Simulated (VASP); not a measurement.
Gd, 2 atoms in the cell. It takes space group P6_3/mmc (No. 194, hexagonal). The conventional cell has a = 3.462 Å, b = 3.462 Å, c = 5.551 Å, α = 90.00°, β = 90.00°, γ = 120.00°. Gd (site symmetry -6m2) has 12 Gd at 3.42 to 3.46 Å as nearest neighbours. 

* Program: VASP 6.6.1
* Task: band structure
* Functional: LDA
* Potentials or basis: VASP PAW PBE potentials, release 64 (Gd)
* Cutoff: 350 eV
* k mesh: 9 × 9 × 4
* Occupations: gaussian, width 0.1 eV
* Spin: collinear spin, ferromagnetic start
* Starting moments: [7.0, 7.0] μB
* Further INCAR settings: ALGO = Normal; EDIFF = 1e-07

Potentials or basis: VASP PAW PBE potentials, release 64 (Gd).

The run is started by

```console
$ cat potpaw_PBE.64/Gd/POTCAR > POTCAR
$ cp INCAR.step1 INCAR
$ cp KPOINTS.step1 KPOINTS
$ mpirun -np 1 vasp_std > vasp.out
$ cp INCAR.step2 INCAR
$ cp KPOINTS.step2 KPOINTS
$ mpirun -np 1 vasp_std > vasp.out
```

Hardware: 1 thread of Intel(R) Xeon(R) Platinum 8488C (Sapphire Rapids), on a shared host.

Task: Estimate the wall time of this run.

Result: It took 4.4 min on 1 thread of Intel(R) Xeon(R) Platinum 8488C (Sapphire Rapids) (shared host), peak memory 0.34 GiB. Counts: scf iterations 12, k points 180.
